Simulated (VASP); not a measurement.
# Lattice of SiC (Moissanite), functional by functional, part 2 of 3

Aim: relax SiC (Moissanite) at several levels of theory and compare the cells. The starting structure is a measured crystal structure from the Crystallography Open Database. The first relaxation on each setting starts from this cell expanded by 3 % in volume.

VASP 6.6.1.

Results so far: PBEsol 10.35 Å³ an atom; LDA 10.16 Å³ an atom.

**4. Relaxation with PBE**

Level of this step: PBE; plane waves and PAW (Si, C) (VASP).

PBE, the usual starting point, adds the gradient of the density. This run starts from the cell of an earlier relaxation, which isn't shown; the restart sets up the plane waves anew.

INCAR reads:

```
SYSTEM = SiC
PREC = Accurate
ENCUT = 520
EDIFF = 1E-06
NELM = 100
ISMEAR = 0
SIGMA = 0.03
LREAL = .FALSE.
ALGO = Normal
GGA = PE
NBANDS = 36
LORBIT = 11
LWAVE = .FALSE.
LCHARG = .FALSE.
KPAR = 16
IBRION = 2
NSW = 50
ISIF = 3
EDIFFG = -0.006
```

POSCAR reads:

```
SiC
1.0
    3.0943789015      0.0000000000      0.0000000000
   -1.5471894508      2.6798107377      0.0000000000
    0.0000000000      0.0000000000     15.1828945912
Si C
6 6
Direct
    0.3333333333      0.6666666667      0.8329854599
    0.6666666667      0.3333333333      0.3329854599
    0.6666666667      0.3333333333      0.6665009631
    0.3333333333      0.6666666667      0.1665009631
    0.0000000000      0.0000000000      0.4997277545
    0.0000000000      0.0000000000      0.9997277545
    0.0000000000      0.0000000000      0.8743816576
    0.0000000000      0.0000000000      0.3743816576
    0.3333333333      0.6666666667      0.7079958933
    0.6666666667      0.3333333333      0.2079958933
    0.6666666667      0.3333333333      0.5415082717
    0.3333333333      0.6666666667      0.0415082717
```

KPOINTS reads:

```
Automatic mesh
0
Gamma
9 9 2
0 0 0
```

Potentials, in the order of the species: Si and C (PBE family, release 64).

Run with:

```bash
$ mpirun -np 16 vasp_std
```

Output:

```text
[banner, memory and clock lines left out]
running   16 mpi-ranks, on    1 nodes
[...]
[... a notice as in an earlier step ...]

 LDA part: xc-table for (Slater+PW92), standard interpolation
 POSCAR, INCAR and KPOINTS ok, starting setup
[...]
entering main loop
       N       E                     dE             d eps       ncg     rms          rms(c)
DAV:   1     0.123357277934E+03    0.12336E+03   -0.21593E+04  1728   0.119E+03
DAV:   2    -0.895612457820E+02   -0.21292E+03   -0.20020E+03  2256   0.208E+02
DAV:   3    -0.101092313580E+03   -0.11531E+02   -0.11453E+02  2284   0.464E+01
DAV:   4    -0.101264406767E+03   -0.17209E+00   -0.17173E+00  2224   0.649E+00
[...]
DAV:  12    -0.903725322834E+02   -0.23756E-05   -0.12485E-05  2220   0.168E-02    0.828E-03
DAV:  13    -0.903725337882E+02   -0.15048E-05   -0.12709E-06  1472   0.547E-03    0.199E-03
DAV:  14    -0.903725341556E+02   -0.36735E-06   -0.19326E-07  1200   0.200E-03
   1 F= -.90372534E+02 E0= -.90372534E+02  d E =-.903725E+02
[...]
N       E                     dE             d eps       ncg     rms          rms(c)
DAV:   1    -0.903725576902E+02   -0.23902E-04   -0.13894E-03  1968   0.196E-01    0.369E-02
DAV:   2    -0.903725378361E+02    0.19854E-04   -0.46832E-05  2172   0.318E-02    0.192E-02
DAV:   3    -0.903725309918E+02    0.68443E-05   -0.16325E-05  2172   0.166E-02    0.390E-03
DAV:   4    -0.903725302032E+02    0.78867E-06   -0.13535E-06  1208   0.517E-03
   2 F= -.90372530E+02 E0= -.90372530E+02  d E =0.395239E-05
 trial-energy change:    0.000004  1 .order    0.000000   -0.000064    0.000065
 step:   0.4971(harm=  0.4971)  dis= 0.00012  next Energy=   -90.372550 (dE=-0.160E-04)
[...]
N       E                     dE             d eps       ncg     rms          rms(c)
DAV:   1    -0.903725516984E+02   -0.20707E-04   -0.35051E-04  1964   0.982E-02    0.192E-02
DAV:   2    -0.903725480916E+02    0.36068E-05   -0.11939E-05  2172   0.159E-02    0.104E-02
DAV:   3    -0.903725477655E+02    0.32606E-06   -0.40272E-06  1928   0.822E-03
   3 F= -.90372548E+02 E0= -.90372548E+02  d E =-.136099E-04
[...]
reached required accuracy - stopping structural energy minimisation
```

The job ended after 18 s (16 MPI ranks of AMD EPYC 9R45, shared host; peak memory 4.9 GiB).

From OUTCAR (step 4):

```text
  Total        0.0006380      0.0006380     -0.0012422     -0.0000000     -0.0000000      0.0000000
  in kB        0.0081160      0.0081160     -0.0158017     -0.0000000     -0.0000000      0.0000000
  external PRESSURE =       0.0001434 kB  Pullay stress =       0.0000000 kB

 POSITION                                       TOTAL-FORCE (eV/Angst)
 -----------------------------------------------------------------------------------
     -0.00000      1.78677     12.64923        -0.000000      0.000000     -0.000736
      1.54739      0.89339      5.05659         0.000000      0.000000     -0.000736
      1.54739      0.89339     10.12097         0.000000     -0.000000      0.000802
     -0.00000      1.78677      2.52833        -0.000000      0.000000      0.000802
     -0.00000      0.00000      7.58850        -0.000000      0.000000     -0.000079
     -0.00000      0.00000     15.18114         0.000000     -0.000000     -0.000079
     -0.00000      0.00000     13.27760         0.000000     -0.000000     -0.000765
     -0.00000      0.00000      5.68496        -0.000000      0.000000     -0.000765
     -0.00000      1.78677     10.75110         0.000000     -0.000000      0.000405
      1.54739      0.89339      3.15846        -0.000000      0.000000      0.000405
      1.54739      0.89339      8.22302         0.000000     -0.000000      0.000374
     -0.00000      1.78677      0.63038        -0.000000      0.000000      0.000374
 -----------------------------------------------------------------------------------
    total drift:                                0.000000      0.000000     -0.001311

  FREE ENERGIE OF THE ION-ELECTRON SYSTEM (eV)
  ---------------------------------------------------
  free  energy   TOTEN  =       -90.3725477655 eV

  energy  without entropy=      -90.3725477655  energy(sigma->0) =      -90.37254777

[... 2 parts as in an earlier step ...]

[... 2 further parts left out ...]
[key lines of the parts left out:]
E-fermi :   8.1480
```

With PBE the relaxed cell holds 10.496 Å³ an atom, +1.30 % against the measured cell, with a = 3.095 Å and c = 15.185 Å. That is +1.40 % from PBEsol.

**5. Relaxation with PBEsol + D3(BJ)**

D3 with Becke-Johnson damping keeps a finite attraction at short range. This run starts from the cell of an earlier relaxation, which isn't shown; the restart sets up the plane waves anew.

INCAR, as its differences from that of step 4:

```diff
@@ -9,3 +9,4 @@
 ALGO = Normal
-GGA = PE
+GGA = PS
+IVDW = 12
 NBANDS = 36
```

POSCAR reads:

```
SiC
1.0
    3.0629250061      0.0000000000      0.0000000000
   -1.5314625031      2.6525708652      0.0000000000
    0.0000000000      0.0000000000     15.0274202441
Si C
6 6
Direct
    0.3333333333      0.6666666667      0.8330030550
    0.6666666667      0.3333333333      0.3330030550
    0.6666666667      0.3333333333      0.6665049064
    0.3333333333      0.6666666667      0.1665049064
    0.0000000000      0.0000000000      0.4997146356
    0.0000000000      0.0000000000      0.9997146356
    0.0000000000      0.0000000000      0.8743721555
    0.0000000000      0.0000000000      0.3743721555
    0.3333333333      0.6666666667      0.7080007212
    0.6666666667      0.3333333333      0.2080007212
    0.6666666667      0.3333333333      0.5415045263
    0.3333333333      0.6666666667      0.0415045263
```

KPOINTS is that of step 4.

Run with:

```bash
$ mpirun -np 16 vasp_std
```

Output:

```text
[banner, memory and clock lines left out]
running   16 mpi-ranks, on    1 nodes
[...]
[... a notice as in an earlier step ...]

 [... a notice as in an earlier step ...]

 LDA part: xc-table for (Slater+PW92), standard interpolation
 POSCAR, INCAR and KPOINTS ok, starting setup
[...]
entering main loop
       N       E                     dE             d eps       ncg     rms          rms(c)
DAV:   1     0.122390630760E+03    0.12239E+03   -0.21805E+04  1728   0.119E+03
DAV:   2    -0.946699970156E+02   -0.21706E+03   -0.20250E+03  2244   0.212E+02
DAV:   3    -0.106365633394E+03   -0.11696E+02   -0.11610E+02  2260   0.470E+01
DAV:   4    -0.106539410467E+03   -0.17378E+00   -0.17341E+00  2224   0.650E+00
[...]
DAV:  11    -0.954776329769E+02   -0.24831E-04   -0.10577E-04  2168   0.581E-02    0.146E-02
DAV:  12    -0.954776316450E+02    0.13319E-05   -0.79172E-06  2160   0.130E-02    0.785E-03
DAV:  13    -0.954776321741E+02   -0.52911E-06   -0.15478E-06  1328   0.562E-03
   1 F= -.98429358E+02 E0= -.98429358E+02  d E =-.984294E+02
[...]
reached required accuracy - stopping structural energy minimisation
```

It took 10 s on 16 MPI ranks; peak memory 4.7 GiB.

Parts of OUTCAR (step 5):

```text
 Edisp (eV)   -2.95173

  Total       0.01770     0.01770     0.00516    -0.00000     0.00000     0.00000
  in kB       0.23222     0.23222     0.06777    -0.00000     0.00000     0.00000
  external pressure =        0.18 kB  Pullay stress =        0.00 kB

 POSITION                                       TOTAL-FORCE (eV/Angst)
 -----------------------------------------------------------------------------------
     -0.00000      1.76838     12.51789         0.000000     -0.000000     -0.000764
      1.53146      0.88419      5.00418        -0.000000      0.000000     -0.000764
      1.53146      0.88419     10.01585         0.000000      0.000000     -0.000502
     -0.00000      1.76838      2.50214         0.000000      0.000000     -0.000502
      0.00000      0.00000      7.50942         0.000000      0.000000     -0.001413
      0.00000      0.00000     15.02313         0.000000      0.000000     -0.001413
      0.00000      0.00000     13.13956        -0.000000     -0.000000      0.001257
      0.00000      0.00000      5.62585        -0.000000      0.000000      0.001257
     -0.00000      1.76838     10.63942         0.000000      0.000000      0.000814
      1.53146      0.88419      3.12571        -0.000000      0.000000      0.000814
      1.53146      0.88419      8.13742        -0.000000      0.000000      0.000608
     -0.00000      1.76838      0.62371         0.000000      0.000000      0.000608
 -----------------------------------------------------------------------------------
    total drift:                               -0.000000     -0.000000      0.000374

  FREE ENERGIE OF THE ION-ELECTRON SYSTEM (eV)
  ---------------------------------------------------
  free  energy   TOTEN  =       -98.4293577778 eV

  energy  without entropy=      -98.4293577778  energy(sigma->0) =      -98.42935778

[... 2 parts as in an earlier step ...]

[... 2 further parts left out ...]
[key lines of the parts left out:]
E-fermi :   8.4748
```

With PBEsol + D3(BJ) the relaxed cell holds 10.174 Å³ an atom, -1.81 % against the measured cell, with a = 3.063 Å and c = 15.027 Å. That is -1.70 % from PBEsol.

**6. Relaxation with r2SCAN**

r2SCAN adds the kinetic-energy density, costs more than a GGA and is run with LASPH. This run starts from the cell of an earlier relaxation, which isn't shown; the restart sets up the plane waves anew.

INCAR, as its differences from that of step 5:

```diff
@@ -9,4 +9,4 @@
 ALGO = Normal
-GGA = PS
-IVDW = 12
+METAGGA = R2SCAN
+LASPH = .TRUE.
 NBANDS = 36
```

POSCAR reads:

```
SiC
1.0
    3.0775508846      0.0000000000      0.0000000000
   -1.5387754423      2.6652372475      0.0000000000
    0.0000000000      0.0000000000     15.1024198009
Si C
6 6
Direct
    0.3333333333      0.6666666667      0.8329845214
    0.6666666667      0.3333333333      0.3329845214
    0.6666666667      0.3333333333      0.6665002562
    0.3333333333      0.6666666667      0.1665002562
    0.0000000000      0.0000000000      0.4997241794
    0.0000000000      0.0000000000      0.9997241794
    0.0000000000      0.0000000000      0.8743654307
    0.0000000000      0.0000000000      0.3743654307
    0.3333333333      0.6666666667      0.7079958827
    0.6666666667      0.3333333333      0.2079958827
    0.6666666667      0.3333333333      0.5415297297
    0.3333333333      0.6666666667      0.0415297297
```

KPOINTS is that of step 5.

Run with:

```bash
$ mpirun -np 16 vasp_std
```

Output:

```text
[banner, memory and clock lines left out]
running   16 mpi-ranks, on    1 nodes
[...]
[... a notice as in an earlier step ...]

 [... a notice as in an earlier step ...]

 LDA part: xc-table for (None), standard interpolation
 POSCAR, INCAR and KPOINTS ok, starting setup
[...]
entering main loop
       N       E                     dE             d eps       ncg     rms          rms(c)
DAV:   1     0.100503093256E+03    0.10050E+03   -0.22453E+04  1728   0.123E+03
DAV:   2    -0.121494786960E+03   -0.22200E+03   -0.20760E+03  2244   0.218E+02
DAV:   3    -0.133790344286E+03   -0.12296E+02   -0.12208E+02  2268   0.483E+01
DAV:   4    -0.133970809421E+03   -0.18047E+00   -0.18012E+00  2240   0.669E+00
[...]
DAV:  10    -0.115963418789E+03   -0.21202E-03   -0.67793E-04  2152   0.119E-01    0.795E-02
DAV:  11    -0.115963475984E+03   -0.57195E-04   -0.12019E-04  2088   0.675E-02    0.159E-02
DAV:  12    -0.115963476742E+03   -0.75748E-06   -0.78947E-06  2164   0.139E-02
   1 F= -.11596348E+03 E0= -.11596348E+03  d E =-.115963E+03
[...]
reached required accuracy - stopping structural energy minimisation
```

Run time: 32 s. Hardware: 16 MPI ranks; peak memory 4.6 GiB.

OUTCAR, selected parts (step 6):

```text
  Total        0.0255737      0.0255737      0.0196628      0.0000000      0.0000000      0.0000000
  in kB        0.3307622      0.3307622      0.2543133      0.0000000      0.0000000      0.0000000
  external PRESSURE =       0.3052792 kB  Pullay stress =       0.0000000 kB

 POSITION                                       TOTAL-FORCE (eV/Angst)
 -----------------------------------------------------------------------------------
     -0.00000      1.77682     12.58008         0.000000      0.000000     -0.000465
      1.53878      0.88841      5.02887        -0.000000      0.000000     -0.000465
      1.53878      0.88841     10.06577         0.000000      0.000000      0.000152
     -0.00000      1.77682      2.51456        -0.000000      0.000000      0.000152
      0.00000      0.00000      7.54704        -0.000000     -0.000000     -0.000393
      0.00000      0.00000     15.09825        -0.000000      0.000000     -0.000393
      0.00000      0.00000     13.20503         0.000000     -0.000000      0.001053
      0.00000      0.00000      5.65382        -0.000000      0.000000      0.001053
     -0.00000      1.77682     10.69245         0.000000      0.000000      0.000093
      1.53878      0.88841      3.14124        -0.000000      0.000000      0.000093
      1.53878      0.88841      8.17841         0.000000     -0.000000     -0.000440
     -0.00000      1.77682      0.62720        -0.000000      0.000000     -0.000440
 -----------------------------------------------------------------------------------
    total drift:                               -0.000000     -0.000000      0.000986

  FREE ENERGIE OF THE ION-ELECTRON SYSTEM (eV)
  ---------------------------------------------------
  free  energy   TOTEN  =      -115.9634767419 eV

  energy  without entropy=     -115.9634767419  energy(sigma->0) =     -115.96347674

[... 2 parts as in an earlier step ...]

[... 2 further parts left out ...]
[key lines of the parts left out:]
E-fermi :   8.2471
```

With r2SCAN the relaxed cell holds 10.323 Å³ an atom, -0.37 % against the measured cell, with a = 3.078 Å and c = 15.102 Å. That is -0.27 % from PBEsol.

**7. Relaxation with r2SCAN + rVV10**

rVV10 adds a nonlocal correlation energy for dispersion. This run starts from the cell of an earlier relaxation, which isn't shown; the restart sets up the plane waves anew.

INCAR, as its differences from that of step 6:

```diff
@@ -10,2 +10,6 @@
 METAGGA = R2SCAN
+LUSE_VDW = .TRUE.
+IVDW_NL = 2
+BPARAM = 11.95
+CPARAM = 0.0093
 LASPH = .TRUE.
```

POSCAR reads:

```
SiC
1.0
    3.0748689335      0.0000000000      0.0000000000
   -1.5374344668      2.6629146098      0.0000000000
    0.0000000000      0.0000000000     15.0899083203
Si C
6 6
Direct
    0.3333333333      0.6666666667      0.8329793268
    0.6666666667      0.3333333333      0.3329793268
    0.6666666667      0.3333333333      0.6665000796
    0.3333333333      0.6666666667      0.1665000796
    0.0000000000      0.0000000000      0.4997229729
    0.0000000000      0.0000000000      0.9997229729
    0.0000000000      0.0000000000      0.8743652342
    0.0000000000      0.0000000000      0.3743652342
    0.3333333333      0.6666666667      0.7079969348
    0.6666666667      0.3333333333      0.2079969348
    0.6666666667      0.3333333333      0.5415354517
    0.3333333333      0.6666666667      0.0415354517
```

KPOINTS is that of step 6.

Run with:

```bash
$ mpirun -np 16 vasp_std
```

Output:

```text
[banner, memory and clock lines left out]
running   16 mpi-ranks, on    1 nodes
[...]
[... a notice as in an earlier step ...]

|                                                                             |
|               ----> ADVICE to this user running VASP <----                  |
|                                                                             |
|     You have switched on vdW-DFT.                                           |
|     This routine was written and supplied by Jiri Klimes. We recommend      |
|     that you carefully read and cite the following publications:            |
|       J. Klimes, D.R. Bowler, A. Michelides                                 |
|          J. Phys.: Cond Matt. 22 022201 (2010)                              |
|       J. Klimes, D.R. Bowler, A. Michelides                                 |
|          Phys. Rev. B. 83, 195131 (2011)                                    |
|     and references therein.                                                 |
[...]
Total rVV10 correction in eV:      0.6289407    56.4869211
Total rVV10 correction in eV:      0.6289407    56.4869211
Total rVV10 correction in eV:      0.6289407    56.4869211
Total rVV10 correction in eV:      0.6289407    56.4869211
Total rVV10 correction in eV:      0.6289176    56.4869211
Total rVV10 correction in eV:      0.6289176    56.4869211
Total rVV10 correction in eV:      0.6289176    56.4869211
Total rVV10 correction in eV:      0.6289176    56.4869211
Total rVV10 correction in eV:      0.6289176    56.4869211
Total rVV10 correction in eV:      0.6289176    56.4869211
Total rVV10 correction in eV:      0.6289176    56.4869211
Total rVV10 correction in eV:      0.6289176    56.4869211
Total rVV10 correction in eV:      0.6289176    56.4869211
Total rVV10 correction in eV:      0.6289176    56.4869211
Total rVV10 correction in eV:      0.6289176    56.4869211
Total rVV10 correction in eV:      0.6289176    56.4869211
Total rVV10 correction in eV:      0.6289176    56.4869211
Total rVV10 correction in eV:      0.6289176    56.4869211
Total rVV10 correction in eV:      0.6289176    56.4869211
Total rVV10 correction in eV:      0.6289176    56.4869211
   1 F= -.11533237E+03 E0= -.11533237E+03  d E =-.115332E+03
[...]
reached required accuracy - stopping structural energy minimisation
```

It took 65 s on 16 MPI ranks; peak memory 8.2 GiB; 14 min of CPU time.

OUTCAR, selected parts (step 7):

```text
  Total        0.0269439      0.0269439      0.0195440     -0.0000000      0.0000000      0.0000000
  in kB        0.3493821      0.3493821      0.2534275     -0.0000000      0.0000000      0.0000000
  external PRESSURE =       0.3173972 kB  Pullay stress =       0.0000000 kB

 POSITION                                       TOTAL-FORCE (eV/Angst)
 -----------------------------------------------------------------------------------
     -0.00000      1.77528     12.56958         0.000000     -0.000000     -0.000344
      1.53743      0.88764      5.02463        -0.000000      0.000000     -0.000344
      1.53743      0.88764     10.05743        -0.000000      0.000000      0.000087
     -0.00000      1.77528      2.51247         0.000000     -0.000000      0.000087
      0.00000      0.00000      7.54077         0.000000     -0.000000     -0.000472
      0.00000      0.00000     15.08573        -0.000000      0.000000     -0.000472
      0.00000      0.00000     13.19409         0.000000      0.000000      0.001034
      0.00000      0.00000      5.64914        -0.000000      0.000000      0.001034
     -0.00000      1.77528     10.68361        -0.000000      0.000000      0.000005
      1.53743      0.88764      3.13865         0.000000      0.000000      0.000005
      1.53743      0.88764      8.17172         0.000000      0.000000     -0.000310
     -0.00000      1.77528      0.62677        -0.000000     -0.000000     -0.000310
 -----------------------------------------------------------------------------------
    total drift:                               -0.000000     -0.000000      0.000885

  FREE ENERGIE OF THE ION-ELECTRON SYSTEM (eV)
  ---------------------------------------------------
  free  energy   TOTEN  =      -115.3323709319 eV

  energy  without entropy=     -115.3323709319  energy(sigma->0) =     -115.33237093

[... 2 parts as in an earlier step ...]

[... 2 further parts left out ...]
[key lines of the parts left out:]
E-fermi :   8.2672
```

With r2SCAN + rVV10 the relaxed cell holds 10.296 Å³ an atom, -0.63 % against the measured cell, with a = 3.075 Å and c = 15.090 Å. That is -0.52 % from PBEsol.

(Continued in part 3 of 3.)

[Lines on the potential files, build, host, timing and source positions are cut from VASP's logs without a mark.]

[Logs are printed without paths, hosts, clocks, repeated set-up lines and the standing remarks that a program may print on its own settings, such as how far it seeks lower states.]

[Hosts, paths, dates, database ids (printed as entryN), source tags and the programs' standing remarks are cut or masked in the printed files.]
